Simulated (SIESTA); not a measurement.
W:

```
W
1.0
     2.74070    0.00000    0.00000
    -0.91357    2.58396    0.00000
    -0.91357   -1.29198    2.23777
W
1
Cartesian
  0.0000 0.0000 0.0000
```

Base run:

- Program: SIESTA 5.4.2
- Functional: PBE
- Potentials or basis: SPMS 1.0 (PBE files) or PseudoDojo by element
- Basis: DZP (energy shift 0.003 Ry; two zetas on semicore shells)
- Grid cutoff: 800 Ry
- Energy shift: 0.003 Ry
- k mesh: 12 × 12 × 12
- Occupations: fermi-dirac, width 0.05 eV
- Spin: no spin polarisation

Its results: band gap on the k mesh none (metal or under the smearing width); pressure 7.2 GPa.

**Question.** The run is repeated on the same cell with these changes: potentials or basis from SPMS 1.0 (PBE files) or PseudoDojo by element to PseudoDojo 0.4 standard (PBE files). What comes out?

**Answer.** Band gap on the k mesh none (metal or under the smearing width); pressure 9.9 GPa.

Caveats: short orbitals over semicore shells can move pressures by several GPa; spin-orbit coupling is left out, which moves the levels of the heavy elements; the basis of atomic orbitals isn't converged, which shifts pressures, moduli and gaps; the valence orbitals were made in a potential fitted to the semicore shell under them, which widens gaps by tenths of an eV or more (some runs).
